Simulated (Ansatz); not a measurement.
## A series in volume per atom on S

All results are calculated (Ansatz 0.2.0 development build). Equation of state of a cubic crystal from periodic Kohn-Sham density functional theory without spin; pressure corrected for the finite basis.

Cell of the first row (space group Fd-3m, No. 227):
```
cell vectors (Å)
   0.0000     2.8168     2.8168
   2.8168     0.0000     2.8168
   2.8168     2.8168     0.0000
atoms (fractions of the cell vectors)
S   0.00000  0.00000  0.00000
S   0.25000  0.25000  0.25000
```

Settings of every row: formula S; structure type diamond; functional r2SCAN; spin treatment none; k mesh 10x10x10; occupation method fermi-dirac; occupation width 0.1 eV; wave cutoff 500 eV; datasets soft-1 PAW; density cutoff ratio 4.

Limits: a cubic model structure, not a phase known at ambient conditions; modest k-mesh, values are not fully converged in k.

```
row  volume per atom (Å³)  pressure (GPa)  energy above lowest point (meV/atom)
  1                22.351           3.537                                 16.19
  2                23.079           1.744                                  4.27
  3                23.808               ?                                     ?
  4                24.537          -1.216                                  2.46
  5                25.266          -2.418                                 10.79
```

Question: what pressure should row 3 give?

Worked fit of pressure. Take u = (V_r/V)^(2/3) − 1 with V_r = 23.808 Å³ an atom, which is twice the finite (Eulerian) strain; such expansions in the strain, on which the Birch-Murnaghan equation of state is built, carry the rest volume and the bulk modulus. The shown rows have u = 0.043, 0.02095, -0.01991, -0.03885. Least squares give pressure = 0.166 + 72.181 × u + 145.09 × u² GPa; a straight line predicts inner rows, each left out in turn, worse (root mean square 0.14 against 0.0057 GPa). The rows lie off it by -0.001, 0.002, -0.002, 0.001. The pressure vanishes at u = -0.0023, or V = 23.89 Å³ an atom, and there the bulk modulus at fixed shape and fractions is B = −V dP/dV = (2/3)(1 + u) dP/du = 47.6 GPa. The withheld row has u = 0, so the fit gives 0.166 + 72.181 × (0) + 145.09 × (0)² = 0.166 GPa.

The calculation gave 0.166 GPa. The fit meets it to the printed digit.

The other values of row 3: energy above lowest point 0 meV/atom.
